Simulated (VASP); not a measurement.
# MgO (Fm-3m) in VASP: band structure with PBE

Aim: the band structure of MgO with PBE.

All numbers are computed with VASP 6.6.1; they aren't measurements. Logs are shortened: lines on timing, memory, paths and dates and some standing lists are left out, and cuts for length are marked.

**Experimental background.**

“Electronic structure of alkaline earth and post-transition metal oxides”, 2009, arxiv:0908.1581 quotes, for a bulk crystal of MgO: band gap 7.83 eV.

The runs below are set against these values where they give the same quantity.

### 1 The structure

The structure is cubic, space group Fm-3m (No. 225). Conventional cell: a = 4.247 Å, b = 4.247 Å, c = 4.247 Å, α = 90.00°, β = 90.00°, γ = 90.00°. Around Mg (site symmetry m-3m) lie 6 O at 2.12 Å. Around O (site symmetry m-3m) lie 6 Mg at 2.12 Å.

### 2 Band structure, PBE

INCAR reads:

```
PREC = Accurate ; ENCUT = 520
EDIFF = 1E-7 ; ISMEAR = 0
SIGMA = 0.02 ; LREAL = False
LASPH = True ; NELM = 60
ALGO = Normal ; ISIF = 2
LWAVE = False ; LCHARG = False
GGA = PE
```

KPOINTS reads:

```
Automatic mesh
0
Gamma
  12 12 12
```

POSCAR reads:

```
MgO                                     
1.0
    0.0000000000      2.1234098250      2.1234098250
    2.1234098250      0.0000000000      2.1234098250
    2.1234098250      2.1234098250      0.0000000000
  Mg              O             
     1     1
Direct
     0.0000000000000000    0.0000000000000000    0.0000000000000000
     0.5000000000000000    0.5000000000000000    0.5000000000000000
```

KPOINTS_OPT reads:

```
path GXWKGLUWLK,UX
15
line-mode
reciprocal
 0.0000000000  0.0000000000  0.0000000000  G
 0.5000000000  0.0000000000  0.5000000000  X

 0.5000000000  0.0000000000  0.5000000000  X
 0.5000000000  0.2500000000  0.7500000000  W

 0.5000000000  0.2500000000  0.7500000000  W
 0.3750000000  0.3750000000  0.7500000000  K

 0.3750000000  0.3750000000  0.7500000000  K
 0.0000000000  0.0000000000  0.0000000000  G

 0.0000000000  0.0000000000  0.0000000000  G
 0.5000000000  0.5000000000  0.5000000000  L

 0.5000000000  0.5000000000  0.5000000000  L
 0.6250000000  0.2500000000  0.6250000000  U

 0.6250000000  0.2500000000  0.6250000000  U
 0.5000000000  0.2500000000  0.7500000000  W

 0.5000000000  0.2500000000  0.7500000000  W
 0.5000000000  0.5000000000  0.5000000000  L

 0.5000000000  0.5000000000  0.5000000000  L
 0.3750000000  0.3750000000  0.7500000000  K

 0.6250000000  0.2500000000  0.6250000000  U
 0.5000000000  0.0000000000  0.5000000000  X
```

Potentials or basis: VASP PAW PBE potentials, release 64 (Mg, O).

Run with:

```
$ cat potpaw_PBE.64/Mg/POTCAR potpaw_PBE.64/O/POTCAR > POTCAR
$ mpirun -np 1 vasp_std > vasp.out
```

OUTCAR:

```text
PREC = Accurate
   ENCUT = 520
   EDIFF = 1E-7
   ISMEAR = 0
   LREAL = False
   LASPH = True
   NELM = 60
   ISIF = 2
   GGA = PE

 ion  position               nearest neighbor table
   1  0.000  0.000  0.000-   2 2.12   2 2.12   2 2.12   2 2.12   2 2.12   2 2.12
   2  0.500  0.500  0.500-   1 2.12   1 2.12   1 2.12   1 2.12   1 2.12   1 2.12

  LATTYP: Found a face centered cubic cell.
 ALAT       =     4.2468196500

  Lattice vectors:

 A1 = (   0.0000000000,   2.1234098250,   2.1234098250)
 A2 = (   2.1234098250,   0.0000000000,   2.1234098250)
 A3 = (   2.1234098250,   2.1234098250,   0.0000000000)

Analysis of symmetry for initial positions (statically):
=====================================================================
 Subroutine PRICEL returns:
 Original cell was already a primitive cell.

 Routine SETGRP: Setting up the symmetry group for a
 face centered cubic supercell.

 Subroutine GETGRP returns: Found 48 space group operations
 (whereof 48 operations were pure point group operations)
 out of a pool of 48 trial point group operations.

The static configuration has the point symmetry O_h .

Analysis of symmetry for dynamics (positions and initial velocities):
=====================================================================
 Subroutine PRICEL returns:
 Original cell was already a primitive cell.

 Routine SETGRP: Setting up the symmetry group for a
 face centered cubic supercell.

 Subroutine GETGRP returns: Found 48 space group operations
 (whereof 48 operations were pure point group operations)
 out of a pool of 48 trial point group operations.

The dynamic configuration has the point symmetry O_h .

 Subroutine INISYM returns: Found 48 space group operations
 (whereof 48 operations are pure point group operations),
 and found     1 'primitive' translations

----------------------------------------------------------------------------------------

                                     Primitive cell

  volume of cell :      19.1484

  direct lattice vectors                    reciprocal lattice vectors
     0.000000000  2.123409825  2.123409825    -0.235470324  0.235470324  0.235470324
     2.123409825  0.000000000  2.123409825     0.235470324 -0.235470324  0.235470324
     2.123409825  2.123409825  0.000000000     0.235470324  0.235470324 -0.235470324

  length of vectors
     3.002954973  3.002954973  3.002954973     0.407846565  0.407846565  0.407846565

  position of ions in fractional coordinates (direct lattice)
     0.000000000  0.000000000  0.000000000
     0.500000000  0.500000000  0.500000000

  ion indices of the primitive-cell ions
   primitive index   ion index
                 1           1
                 2           2

----------------------------------------------------------------------------------------

 KPOINTS: Automatic mesh

Automatic generation of k-mesh.
 Grid dimensions read from file:
 generate k-points for:   12   12   12

 Generating k-lattice:

  Cartesian coordinates                     Fractional coordinates (reciprocal lattice)
    -0.019622527  0.019622527  0.019622527     0.083333333  0.000000000  0.000000000
     0.019622527 -0.019622527  0.019622527     0.000000000  0.083333333  0.000000000
     0.019622527  0.019622527 -0.019622527     0.000000000  0.000000000  0.083333333

  Length of vectors
     0.033987214  0.033987214  0.033987214

  Shift w.r.t. Gamma in fractional coordinates (k-lattice)
     0.000000000  0.000000000  0.000000000

 Subroutine IBZKPT returns following result:
 ===========================================

 Found     72 irreducible k-points:

 Following reciprocal coordinates:
            Coordinates               Weight
  0.000000  0.000000  0.000000      1.000000
  0.083333  0.000000  0.000000      8.000000
  0.166667  0.000000  0.000000      8.000000
  0.250000  0.000000  0.000000      8.000000
  0.333333  0.000000  0.000000      8.000000
  0.416667  0.000000  0.000000      8.000000
[... 16 lines left out ...]
  0.500000  0.166667  0.000000     24.000000
 -0.416667  0.166667  0.000000     24.000000
 [... further k-points ...]
   k-points           NKPTS =     72   k-points in BZ     NKDIM =     72   number of bands    NBANDS=      8
   number of dos      NEDOS =    301   number of ions     NIONS =      2
   total plane-waves  NPLWV =  13824
   dimension x,y,z NGX =    24 NGY =   24 NGZ =   24
   dimension x,y,z NGXF=    48 NGYF=   48 NGZF=   48
   ions per type =               1   1
   NGX,Y,Z   is equivalent  to a cutoff of  13.29, 13.29, 13.29 a.u.
   NGXF,Y,Z  is equivalent  to a cutoff of  26.57, 26.57, 26.57 a.u.
 SYSTEM =  unknown system
   PREC   = accura    normal or accurate (medium, high low for compatibility)
   ISTART =      0    job   : 0-new  1-cont  2-samecut
   ICHARG =      2    charge: 1-file 2-atom 10-const
   ISPIN  =      1    spin polarized calculation?
   LNONCOLLINEAR =      F non collinear calculations
   LSORBIT =      F    spin-orbit coupling
   LASPH  =      T    aspherical Exc in radial PAW
   ENCUT  =  520.0 eV  38.22 Ry    6.18 a.u.   5.58  5.58  5.58*2*pi/ulx,y,z
   NELM   =     60;   NELMIN=  2; NELMDL= -5     # of ELM steps
   EDIFF  = 0.1E-06   stopping-criterion for ELM
   LREAL  =      F    real-space projection
   EDIFFG = 0.1E-05   stopping-criterion for IOM
   NSW    =      0    number of steps for IOM
   IBRION =     -1    ionic relax: 0-MD 1-quasi-New 2-CG
   NFREE  =      0    steps in history (QN), initial steepest desc. (CG)
   ISIF   =      2    stress and relaxation
   ISYM   =      2    0-nonsym 1-usesym 2-fastsym
   POTIM  = 0.5000    time-step for ionic-motion
   TEBEG  =    0.0;   TEEND  =   0.0 temperature during run
   PSTRESS=    0.0 pullay stress
   NELECT =       8.0000    total number of electrons
   NUPDOWN=      -1.0000    fix difference up-down
   EMIN   =  10.00;   EMAX   =-10.00  energy-range for DOS
   EFERMI =   0.00;   METHOD = LEGACY
   ISMEAR =     0;   SIGMA  =   0.02  broadening in eV -4-tet -1-fermi 0-gaus
   EFERMI_NEDOS =   21; number of points for ismear=-14 and -15
   IALGO  =     38    algorithm
   IMIX   =      4    mixing-type and parameters
     AMIX     =   0.40;   BMIX     =  1.00
     AMIX_MAG =   1.60;   BMIX_MAG =  1.00
  volume/ion in A,a.u.               =       9.57        64.61
  Fermi-wavevector in a.u.,A,eV,Ry     =   1.223849  2.312738 20.378877  1.497805
  Thomas-Fermi vector in A             =   2.358945
   LORBIT       =      0    0 simple, 1 ext, 2 COOP (PROOUT), +10 PAW based schemes
   GGA     = PE    functional components
   LHFCALC =     F    Hartree Fock is set to
   AEXX    =    0.0000 exact exchange contribution
   IVDW    =     0    specifies the selected vdW correction
   LEPSILON=     F    determine dielectric tensor
   LRPA    =     F    only Hartree local field effects (RPA)
 non-spin polarized calculation
 Gauss-broadening in eV      SIGMA  =   0.02
  energy-cutoff  :      520.00
  volume of cell :       19.15
 maximum number of plane-waves:       532
 NGX is ok and might be reduce to    24
   NGX = 11   NGY = 11   NGZ = 11

 number of electron       8.0000004 magnetization

 Free energy of the ion-electron system (eV)
  ---------------------------------------------------
  ext. energy  EPLUGINS =         0.00000000
  ---------------------------------------------------
  free energy    TOTEN  =       -11.91176462 eV

  energy without entropy =      -11.91176462  energy(sigma->0) =      -11.91176462

 E-fermi :   3.1120     XC(G=0): -10.9624

 val. band max:        3.0042950878   @ k =   0.0000   0.0000   0.0000
 cond. band min:       7.4945725825   @ k =   0.0000   0.0000   0.0000
 fundamental gap:      4.4902774947
 Fermi energy:         3.1119698573

 k-point     1 :       0.0000    0.0000    0.0000
  band No.  band energies     occupation
      1     -14.1346      2.00000
      2       3.0043      2.00000
      3       3.0043      2.00000
      4       3.0043      2.00000
      5       7.4946      0.00000
      6      18.6642      0.00000
      7      18.6642      0.00000
      8      18.6642      0.00000

 k-point     2 :       0.0833    0.0000    0.0000
  band No.  band energies     occupation
      1     -14.0639      2.00000
      2       2.5358      2.00000
      3       2.9588      2.00000
      4       2.9588      2.00000
      5       7.9529      0.00000
      6      17.7109      0.00000
      7      18.8281      0.00000
      8      18.8281      0.00000

 k-point     3 :       0.1667    0.0000    0.0000
  band No.  band energies     occupation
      1     -13.8639      2.00000
      2       1.5137      2.00000
      3       2.8374      2.00000
      4       2.8375      2.00000
      5       8.9211      0.00000
      6      16.3397      0.00000
      7      19.2086      0.00000
      8      19.2086      0.00000

 k-point     4 :       0.2500    0.0000    0.0000
  band No.  band energies     occupation
      1     -13.5731      2.00000
      2       0.3916      2.00000
      3       2.6780      2.00000
      4       2.6780      2.00000
      5       9.8687      0.00000
      6      15.4217      0.00000
      7      19.4523      0.00000
      8      19.4523      0.00000

 k-point     5 :       0.3333    0.0000    0.0000
  band No.  band energies     occupation
      1     -13.2578      2.00000
      2      -0.5898      2.00000
      3       2.5252      2.00000
      4       2.5252      2.00000
      5      10.4760      0.00000
      6      15.1166      0.00000
      7      19.3449      0.00000
      8      19.3449      0.00000
[... 177 lines left out ...]
 k-point    22 :       0.4167    0.1667    0.0000
  band No.  band energies     occupation
      1     -13.0339      2.00000
      2      -0.6737      2.00000
      3       1.8620      2.00000
      4       2.2138      2.00000
      5      11.6121      0.00000
      6      14.5621      0.00000
      7      17.3586      0.00000
      8      19.8514      0.00000

 k-point    23 :       0.5000    0.1667    0.0000
  band No.  band energies     occupation
      1     -12.8563      2.00000
      2      -1.0667      2.00000
      3       1.6086      2.00000
      4       2.1929      2.00000
      5      11.8239      0.00000
      6      14.9603      0.00000
      7      16.9960      0.00000
      8      19.7092      0.00000

 k-point    24 :      -0.4167    0.1667    0.0000
  band No.  band energies     occupation
      1     -12.8289      2.00000
      2      -1.1101      2.00000
      3       1.4729      2.00000
      4       2.2517      2.00000
      5      11.8846      0.00000
      6      15.1081      0.00000
      7      16.9374      0.00000
      8      19.6664      0.00000

 [... further k-points ...]

------------------------ aborting loop because EDIFF is reached ----------------------------------------

  FORCE on cell =-STRESS in cart. coord.  units (eV):
  Direction    XX          YY          ZZ          XY          YZ          ZX
  --------------------------------------------------------------------------------------
  -------------------------------------------------------------------------------------
  Total        0.0010101      0.0010101      0.0010101     -0.0000000     -0.0000000      0.0000000
  in kB        0.0845206      0.0845206      0.0845206     -0.0000000     -0.0000000      0.0000000
  external PRESSURE =       0.0845206 kB  Pullay stress =       0.0000000 kB

 VOLUME and BASIS-vectors are now :
 -----------------------------------------------------------------------------
  energy-cutoff  :      520.00
  volume of cell :       19.15
      direct lattice vectors                 reciprocal lattice vectors
     0.000000000  2.123409825  2.123409825    -0.235470324  0.235470324  0.235470324
     2.123409825  0.000000000  2.123409825     0.235470324 -0.235470324  0.235470324
     2.123409825  2.123409825  0.000000000     0.235470324  0.235470324 -0.235470324

 POSITION                                       TOTAL-FORCE (eV/Angst)
 -----------------------------------------------------------------------------------
      0.00000      0.00000      0.00000        -0.000000     -0.000000     -0.000000
      2.12341      2.12341      2.12341         0.000000      0.000000      0.000000
 -----------------------------------------------------------------------------------
    total drift:                               -0.000000     -0.000000      0.000000

  FREE ENERGIE OF THE ION-ELECTRON SYSTEM (eV)
  ---------------------------------------------------
  free  energy   TOTEN  =       -11.9117646216 eV

  energy  without entropy=      -11.9117646216  energy(sigma->0) =      -11.91176462
```

It took 14 s on 1 thread of Intel Xeon Platinum 8259CL at 2.50GHz (Skylake/Cascade Lake), shared host; peak memory 0.15 GiB.

Results:

```
Free energy             : -11.9118 eV
Pressure                : 0.0 GPa
Band gap on the k mesh  : 4.49 eV, direct
Band gap along the path : 4.49 eV, direct
```

Levels at the corners of the path, in eV from the valence-band top:
```tsv
point	band 1	band 2	band 3	band 4	band 5	band 6	band 7	band 8
Γ	-17.14	0.00	0.00	0.00	4.49	15.66	15.66	15.66
X	-15.67	-3.98	-1.31	-1.31	9.09	9.70	12.84	18.60
X	-15.67	-3.98	-1.31	-1.31	9.09	9.70	12.84	18.60
W	-15.62	-2.88	-2.88	-1.72	11.48	11.48	11.87	15.19
W	-15.62	-2.88	-2.88	-1.72	11.48	11.48	11.87	15.19
K	-15.65	-3.40	-2.64	-1.11	9.97	11.49	12.31	17.78
K	-15.65	-3.40	-2.64	-1.11	9.97	11.49	12.31	17.78
Γ	-17.14	0.00	0.00	0.00	4.49	15.66	15.66	15.66
Γ	-17.14	0.00	0.00	0.00	4.49	15.66	15.66	15.66
L	-15.92	-4.51	-0.63	-0.63	7.74	12.33	16.06	16.06
L	-15.92	-4.51	-0.63	-0.63	7.74	12.33	16.06	16.06
U	-15.65	-3.40	-2.64	-1.11	9.97	11.49	12.31	17.78
U	-15.65	-3.40	-2.64	-1.11	9.97	11.49	12.31	17.78
W	-15.62	-2.88	-2.88	-1.72	11.48	11.48	11.87	15.19
W	-15.62	-2.88	-2.88	-1.72	11.48	11.48	11.87	15.19
L	-15.92	-4.51	-0.63	-0.63	7.74	12.33	16.06	16.06
L	-15.92	-4.51	-0.63	-0.63	7.74	12.33	16.06	16.06
K	-15.65	-3.40	-2.64	-1.11	9.97	11.49	12.31	17.78
U	-15.65	-3.40	-2.64	-1.11	9.97	11.49	12.31	17.78
X	-15.67	-3.98	-1.31	-1.31	9.09	9.70	12.84	18.60
```

### 3 Comparison with measurements

Step 2. A measured gap of MgO is 7.83 eV (quoted in “Electronic structure of alkaline earth and post-transition metal oxides”, 2009, arxiv:0908.1581); the calculated 4.49 eV misses it by -3.34 eV. The value is that of PBE, without temperature or zero-point motion. Semilocal functionals fall short of measured gaps as a rule.
